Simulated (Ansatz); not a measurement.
**BaTe (rocksalt): zero-pressure volume and bulk modulus with PBEsol**

What volume and stiffness does PBEsol give for BaTe (rocksalt)?

Method: DFT PBEsol, scalar-relativistic, plane waves, PAW, in Ansatz 0.2.0.

## 1. The system as given

Symmetry: Fm-3m, No. 225, cubic system. Conventional cell: a = 6.820 Å, b = 6.820 Å, c = 6.820 Å, α = 90.00°, β = 90.00°, γ = 90.00°. Ba (site symmetry m-3m) has 6 Te at 3.41 Å in its first shell of neighbours. Around Te (site symmetry m-3m) lie 6 Ba at 3.41 Å.

Coordinates:

```
CELL_PARAMETERS angstrom
0.00000 3.41000 3.41000
3.41000 0.00000 3.41000
3.41000 3.41000 0.00000
ATOMIC_POSITIONS crystal
Ba 0.50000 0.50000 0.50000
Te 0.00000 0.00000 0.00000
```

At PBE, an earlier run found 3.81 GPa for this cell of 39.652 Å³/atom (6×6×6 mesh), gap on the mesh 1.43 eV. The cell is compressed at this level.

## 2. At the given cell

input.yaml reads:

```yaml
crystal:
  lattice:
    - [0.0, 3.409999398, 3.409999398]
    - [3.409999398, 0.0, 3.409999398]
    - [3.409999398, 3.409999398, 0.0]
  atoms:
    - { symbol: Ba, position: [0.5, 0.5, 0.5] }
    - { symbol: Te, position: [0.0, 0.0, 0.0] }
basis:
  ecutwfc: 420
  ecutrho_ratio: 4
kpoints:
  mp_grid: { grid: [6, 6, 6] }
hamiltonian:
  xc: pbesol
scf:
  occupations: { method: gaussian, width: 0.05 }
output:
  forces: true
  stress: true
  eigenvalues: true
```

Run with:

```bash
$ ansatz run input.yaml --threads 4 --pin off --max-ram 8192MiB --backend cpu --events-out ev --progress --plain --runs-dir out
```

After this run come: A step to a new volume; A step to a new volume; Volume × 0.98 of the new zero; Volume × 1.02 of the new zero; Volume × 0.96 of the new zero; Volume × 1.04 of the new zero.

Before running it: what results should come out? Wanted: V0; B0; gap on the mesh.

The runs gave:

| quantity | value |
| --- | --- |
| V0 | 41.814 Å³/atom |
| B0 | 32 GPa |
| gap on the mesh | 1.46 eV |
| time in all | 11 s |

**Reading.** PBEsol puts the minimum at 41.81 Å³/atom, +5.5 % from the cell given, which stood at 3.8 GPa under PBE, with a bulk modulus of 32 GPa. The PAW datasets were made for PBE.

Spin-orbit coupling is left out, though the cell holds Te; it can move the gap.
